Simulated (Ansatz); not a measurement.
# Sb (P-1) in Ansatz: convergence with wavefunction cutoff

Aim: find how far wavefunction cutoff must go before the results for Sb settle, at PBE. This setting moves, with any that are tied to it; all else stays.

Program: Ansatz 0.2.0. These are calculated values, not measurements. Logs are shortened: lines on timing, memory, paths and dates and some standing lists are left out, and cuts for length are marked.

### Step 1. The cell of the first run

The typed cell holds 2 atoms: a = 3.355 Å, b = 3.355 Å, c = 5.470 Å, α = 90.00°, β = 90.00°, γ = 120.00°.

This isn't the form of Sb at room conditions, which is rhombohedral.

The cell isn't the ideal one: atoms moved at random, drawn with an rms of 0.05 Å.

### Step 2. With wavefunction cutoff 400 eV

File input.yaml:

```yaml
crystal:
  lattice:
    - [3.3545324186, 0.0, 0.0]
    - [-1.6772662093, 2.9051102923, 0.0]
    - [0.0, 0.0, 5.47016065]
  atoms:
    - { symbol: Sb, position: [0.678186, 0.334473, 0.751546] }
    - { symbol: Sb, position: [0.320961, 0.662566, 0.255606] }
hamiltonian:
  xc: pbe
  pseudopotentials: { kind: nc, accuracy: standard }
kpoints:
  mp_grid: { grid: [7, 7, 4] }
scf:
  occupations: { method: methfessel_paxton, width: 0.05 }
output:
  forces: true
  stress: true
  eigenvalues: true
basis:
  ecutwfc: "400 eV"
```

Potentials or basis: PseudoDojo standard (PBE files).

The run is started by

```
$ ansatz run input.yaml --threads 2 --pin off --max-ram 5632MiB --backend cpu --events-out ev --progress --plain --runs-dir out
```

The program printed:

```text
Warning: basis.ecutwfc = 400 eV is below the records' recommended 1088.45545 eV, and the density's cutoff is lower with it unless basis.ecutrho_ratio is high enough to keep the records' density cutoff: compare with a run at a higher cutoff
Warning: RAYON_NUM_THREADS=2 ignored (pool sized by the plan → 2); use --threads N
Engine: ansatz 0.2.0, aarch64-unknown-linux-gnu
Pseudopotentials: kind: nc
Pseudopotential: Sb, nc, valence charge 15, recommended cutoff 1088.45545 eV (normal), Sb.nc.azcp (PseudoDojo's, or run here from an input of PseudoDojo's; its table is named by hamiltonian.pseudopotentials.accuracy)
Functional definition: PBE
  parameter kappa = 0.804
  parameter beta = 0.06672455060314922
  exchange = pbe_x(kappa = kappa, mu = beta*pi^2/3)
  correlation = pbe_c(beta = beta)
Crystal: 2 atoms, lattice volume = 53.308 Å³
Basis set: ecut = 400 eV, 989 PW (Γ), exchange–correlation on 48×48×72 points (8 copies of the dense FFT grid, shifted against one another)
Bands: 19, of which v1, the nominal top of the filled ones, is band 15 counted from 1 (14 counted from 0)
Symmetry: 2 space group operations
Space group: P-1 (ITA 2), of the structure as read, at distance tolerance 3.8e-5 Å
k-points: 99 of 196
Non-local potential: Sb, projectors of the file, l = 0: 2, l = 1: 2, l = 2: 2, l = 3: 2
Initial density: superposition of atomic densities (chi_scale 0.1, normalization cell)
Initial wavefunctions: pseudopotential atomic-orbital guess
Functional: x = pbe(κ = 0.804, μ = 0.2195149727645171), c = pbe(β = 0.06672455060314922)
SCF iter   1: F=—  HF=-4796.697802 eV  |F-HF|=—  |Δ(HF+E_count)|=         —  Δρ=4.92e-1  dr2=3.83e1  ethr=3.10e-3  ⟨swp⟩=4.6  Hψ=9609  notcnv=0
preconditioner: auto → Kerker (q_TF=auto, 2.479 Å⁻¹)  [metal: Δε(μ)=0.016 eV  Ē_g=19.683 eV  σ=0.050 eV  W_gap=0.26  n_scr=22 (ndim 8)  ℏωp=27.9 eV  f_vac=0.000  D(μ)=2.60/eV (n_scr^D=22)]
SCF iter   2: F=—  HF=-4780.545855 eV  |F-HF|=—  |Δ(HF+E_count)|=    1.62e1  S|Δr|=    0.00e0  Δρ=2.51e-1  dr2=9.70e0  ethr=3.10e-3  ⟨swp⟩=2.5  Hψ=4577  notcnv=0  defer=27
SCF iter   3: F=—  HF=-4774.883689 eV  |F-HF|=—  |Δ(HF+E_count)|=    5.66e0  S|Δr|=    0.00e0  Δρ=1.63e-2  dr2=3.57e-2  ethr=3.10e-3  ⟨swp⟩=2.5  Hψ=3777  notcnv=0  defer=27
SCF iter   4: F=—  HF=-4774.862724 eV  |F-HF|=—  |Δ(HF+E_count)|=   2.10e-2  S|Δr|=    0.00e0  Δρ=2.51e-3  dr2=2.34e-3  ethr=1.19e-4  ⟨swp⟩=2.4  Hψ=3894  notcnv=0  defer=27
SCF iter   5: F=—  HF=-4774.862194 eV  |F-HF|=—  |Δ(HF+E_count)|=   5.30e-4  S|Δr|=    0.00e0  Δρ=4.87e-4  dr2=9.44e-5  ethr=7.81e-6  ⟨swp⟩=1.2  Hψ=1972  notcnv=0  defer=27
SCF iter   6: F=—  HF=-4774.862329 eV  |F-HF|=—  |Δ(HF+E_count)|=   1.35e-4  S|Δr|=    0.00e0  Δρ=7.67e-5  dr2=3.41e-6  ethr=3.15e-7  ⟨swp⟩=3.0  Hψ=3403  notcnv=0  defer=27
SCF iter   7: F=—  HF=-4774.862331 eV  |F-HF|=—  |Δ(HF+E_count)|=   1.90e-6  S|Δr|=    0.00e0  Δρ=2.98e-5  dr2=4.43e-7  ethr=1.14e-8  ⟨swp⟩=3.0  Hψ=3357  notcnv=0  defer=27
SCF iter   8: F=-4774.862331 eV  HF=-4774.862331 eV  |F-HF|=3.39e-9  |Δ(HF+E_count)|=   1.05e-8  S|Δr|=    0.00e0  Δρ=7.76e-6  dr2=2.76e-8  ethr=3.33e-10  ⟨swp⟩=6.8  Hψ=8736  notcnv=0
SCF 1 converged in 8 iterations: F = -4774.862331 eV  dr2 = 2.76e-8
SCF converged after 8 iterations
Stability not checked: this state was not tested for a lower state beside it, because cold or Methfessel-Paxton smearing, or corrected tetrahedra, fill the levels in a way that the test cannot read (fill_not_monotonic; see scf.lower_state_search)
Free energy (F): -4774.862331 eV
Harris-Foulkes:  -4774.862331 eV  (|F-HF|=3.39e-9)
Internal energy: -4774.861418 eV  (E = F + TS)
E sigma→0 (E₀):  -4774.862103 eV
Entropy (-TS):   -0.000914 eV (-0.457 meV/atom)
Fermi energy:    12.381441 eV
--- Per-component energies (eV) ---
  E_band       = -245.168247
  E_kinetic    = 2512.539419
  E_local      = -1864.162722  (includes V_loc(G=0)·N_el)
  E_nonlocal   = -2029.505313
  E_hartree    = 925.154221
  E_xc         = -1186.579472
  E_vxc        = -714.345443  (∫ρ·V_xc dr)
  E_ewald      = -3132.307552
  E_smearing   = -0.000914  (= −TS)
  E_closure    = 0.000000  (closes the sum)
  Σ components = -4774.862331   (vs F -4774.862331, Δ=0.00e0)
--- Forces (eV/Å), atoms counted from 1 ---
  atom   1  Sb     0.10218667     0.01170718    -0.07488959
  atom   2  Sb    -0.10218667    -0.01170718     0.07488959
  max |Σ_I F_I| component: 0.00e0 eV/Å
--- Stress (GPa, compression-positive) ---
       -2.620230      -0.145653       0.005963
       -0.145653      -2.916753      -0.039757
        0.005963      -0.039757      -1.900913
  P = ⅓ Tr σ = -2.4793 GPa (-24.793 kbar)
--- Band table (eV; the first three rows and the last of 99) ---
  k-point 0: bands = ["-17.2119", "-17.1415", "-17.0278", "-16.7313", "-16.5190", "-16.0143", "-15.9813", "-15.9384", "-14.8109", "-14.5984", "-0.6824", "2.9570", "6.7590", "15.8277", "16.0341", "17.4066", "17.6392", "17.6789", "20.8525"]
  k-point 1: bands = ["-17.3616", "-17.3294", "-16.8227", "-16.7831", "-16.7601", "-16.1411", "-16.1190", "-15.9112", "-15.6221", "-15.5820", "-0.3767", "1.9195", "8.4295", "15.3247", "16.0656", "16.2277", "17.2058", "17.3480", "21.0784"]
  k-point 2: bands = ["-16.3644", "-16.3019", "-16.1387", "-16.0219", "-15.9823", "-15.7413", "-15.3505", "-15.1860", "-15.0410", "-14.9838", "0.4721", "0.5854", "11.6052", "11.7175", "16.6440", "16.6863", "16.7137", "16.7396", "21.7133"]
  k-point 98: bands = ["-16.5445", "-16.3473", "-16.1246", "-16.0343", "-15.8945", "-15.8039", "-15.6262", "-15.4174", "-15.2372", "-14.9555", "1.9902", "3.8521", "8.4179", "10.0973", "11.1654", "12.0547", "13.7900", "15.3758", "19.8842"]
```

It took 2.1 s on 2 threads of Arm Neoverse V2, shared host; peak memory 0.3 GiB.

Results:

```yaml
Free_energy: -4774.8623 eV
Pressure: -2.5 GPa
Largest_force: 0.127 eV/Å
Band_gap_on_the_k_mesh: none (metal or under the smearing width)
```

### Step 3. With wavefunction cutoff 500 eV

Edit input.yaml of step 2 so:

```diff
@@ -20,2 +20,2 @@
 basis:
-  ecutwfc: "400 eV"
+  ecutwfc: "500 eV"
```

Potentials or basis: PseudoDojo standard (PBE files).

The run is started by

```
$ ansatz run input.yaml --threads 2 --pin off --max-ram 5632MiB --backend cpu --events-out ev --progress --plain --runs-dir out
```

It took 2.7 s on 2 threads of Arm Neoverse V2, shared host; peak memory 0.32 GiB.

Results:

* Free energy: -4878.9126 eV
* Pressure: 1.0 GPa
* Largest force: 0.101 eV/Å
* Band gap on the k mesh: none (metal or under the smearing width)

### Step 4. With wavefunction cutoff 600 eV

Edit input.yaml of step 3 so:

```diff
@@ -20,2 +20,2 @@
 basis:
-  ecutwfc: "500 eV"
+  ecutwfc: "600 eV"
```

The run is started by

```
$ ansatz run input.yaml --threads 2 --pin off --max-ram 5632MiB --backend cpu --events-out ev --progress --plain --runs-dir out
```

Run time: 3.5 s. Hardware: 2 threads of Arm Neoverse V2, shared host; peak memory 0.35 GiB.

Results:

```
Free energy            : -4924.8443 eV
Pressure               : 1.6 GPa
Largest force          : 0.090 eV/Å
Band gap on the k mesh : none (metal or under the smearing width)
```

### Step 5. With wavefunction cutoff 700 eV

Edit input.yaml of step 4 so:

```diff
@@ -20,2 +20,2 @@
 basis:
-  ecutwfc: "600 eV"
+  ecutwfc: "700 eV"
```

The run is started by

```
$ ansatz run input.yaml --threads 2 --pin off --max-ram 5632MiB --backend cpu --events-out ev --progress --plain --runs-dir out
```

Run time: 5.4 s. Hardware: 2 threads of Arm Neoverse V2, shared host; peak memory 0.38 GiB.

What came out:

| Item | Value |
| --- | --- |
| Free energy | -4941.8349 eV |
| Pressure | 1.5 GPa |
| Largest force | 0.092 eV/Å |
| Band gap on the k mesh | none (metal or under the smearing width) |

### Step 6. With wavefunction cutoff 850 eV

Edit input.yaml of step 5 so:

```diff
@@ -20,2 +20,2 @@
 basis:
-  ecutwfc: "700 eV"
+  ecutwfc: "850 eV"
```

Potentials or basis: PseudoDojo standard (PBE files).

The run is started by

```
$ ansatz run input.yaml --threads 2 --pin off --max-ram 5632MiB --backend cpu --events-out ev --progress --plain --runs-dir out
```

It took 5.9 s on 2 threads of Arm Neoverse V2, shared host; peak memory 0.43 GiB.

The run converged. Its results:

```
Free energy            : -4947.6598 eV
Pressure               : 1.7 GPa
Largest force          : 0.091 eV/Å
Band gap on the k mesh : none (metal or under the smearing width)
```

### Step 7. With wavefunction cutoff 1000 eV

Edit input.yaml of step 6 so:

```diff
@@ -20,2 +20,2 @@
 basis:
-  ecutwfc: "850 eV"
+  ecutwfc: "1000 eV"
```

The run is started by

```
$ ansatz run input.yaml --threads 2 --pin off --max-ram 5632MiB --backend cpu --events-out ev --progress --plain --runs-dir out
```

Run time: 6.1 s. Hardware: 2 threads of Arm Neoverse V2, shared host; peak memory 0.49 GiB.

The run converged. Its results:

| Property | Result |
| --- | --- |
| Free energy | -4948.2195 eV |
| Pressure | 1.7 GPa |
| Largest force | 0.091 eV/Å |
| Band gap on the k mesh | none (metal or under the smearing width) |

### Step 8. With wavefunction cutoff 1200 eV

Edit input.yaml of step 7 so:

```diff
@@ -20,2 +20,2 @@
 basis:
-  ecutwfc: "1000 eV"
+  ecutwfc: "1200 eV"
```

The run is started by

```
$ ansatz run input.yaml --threads 2 --pin off --max-ram 5632MiB --backend cpu --events-out ev --progress --plain --runs-dir out
```

Run time: 8.3 s. Hardware: 2 threads of Arm Neoverse V2, shared host; peak memory 0.57 GiB.

Results (log left out):

```
Free energy            : -4948.2423 eV
Pressure               : 1.7 GPa
Largest force          : 0.091 eV/Å
Band gap on the k mesh : none (metal or under the smearing width)
```

### Step 9. With wavefunction cutoff 1400 eV

Edit input.yaml of step 8 so:

```diff
@@ -20,2 +20,2 @@
 basis:
-  ecutwfc: "1200 eV"
+  ecutwfc: "1400 eV"
```

Potentials or basis: PseudoDojo standard (PBE files).

The run is started by

```
$ ansatz run input.yaml --threads 2 --pin off --max-ram 5632MiB --backend cpu --events-out ev --progress --plain --runs-dir out
```

It took 10 s on 2 threads of Arm Neoverse V2, shared host; peak memory 0.67 GiB.

Results (log left out):

```yaml
Free_energy: -4948.2426 eV
Pressure: 1.7 GPa
Largest_force: 0.091 eV/Å
Band_gap_on_the_k_mesh: none (metal or under the smearing width)
```

### Step 10. With wavefunction cutoff 1700 eV

Edit input.yaml of step 9 so:

```diff
@@ -20,2 +20,2 @@
 basis:
-  ecutwfc: "1400 eV"
+  ecutwfc: "1700 eV"
```

The run is started by

```
$ ansatz run input.yaml --threads 2 --pin off --max-ram 5632MiB --backend cpu --events-out ev --progress --plain --runs-dir out
```

Run time: 15 s. Hardware: 2 threads of Arm Neoverse V2, shared host; peak memory 0.8 GiB.

Results (log left out):

| Property | Result |
| --- | --- |
| Free energy | -4948.2430 eV |
| Pressure | 1.7 GPa |
| Largest force | 0.091 eV/Å |
| Band gap on the k mesh | none (metal or under the smearing width) |

### Step 11. Result

| wavefunction cutoff | energy less the tightest run, at zero smearing (meV/atom) | pressure (GPa) | largest force (eV/Å) | SCF cycles | CPU time (s) | peak memory (GiB) |
| --- | --- | --- | --- | --- | --- | --- |
| 400 eV | 86690.37 | -2.48 | 0.127 | 8 | 4.1 | 0.3 |
| 500 eV | 34665.17 | 0.95 | 0.101 | 7 | 5.2 | 0.32 |
| 600 eV | 11699.34 | 1.65 | 0.090 | 7 | 6.9 | 0.35 |
| 700 eV | 3204.07 | 1.52 | 0.092 | 8 | 11 | 0.38 |
| 850 eV | 291.61 | 1.71 | 0.091 | 7 | 12 | 0.43 |
| 1000 eV | 11.74 | 1.73 | 0.091 | 6 | 12 | 0.49 |
| 1200 eV | 0.32 | 1.72 | 0.091 | 6 | 16 | 0.57 |
| 1400 eV | 0.20 | 1.72 | 0.091 | 6 | 20 | 0.67 |
| 1700 eV | 0.00 | 1.72 | 0.091 | 7 | 29 | 0.8 |

Against the tightest run, the energy stays within 1 meV/atom from 1200 eV on; the pressure stays within 0.1 GPa from 850 eV on; the largest force stays within 0.005 eV/Å from 600 eV on. The tightest run that finished is the yardstick and may itself not be fully converged.
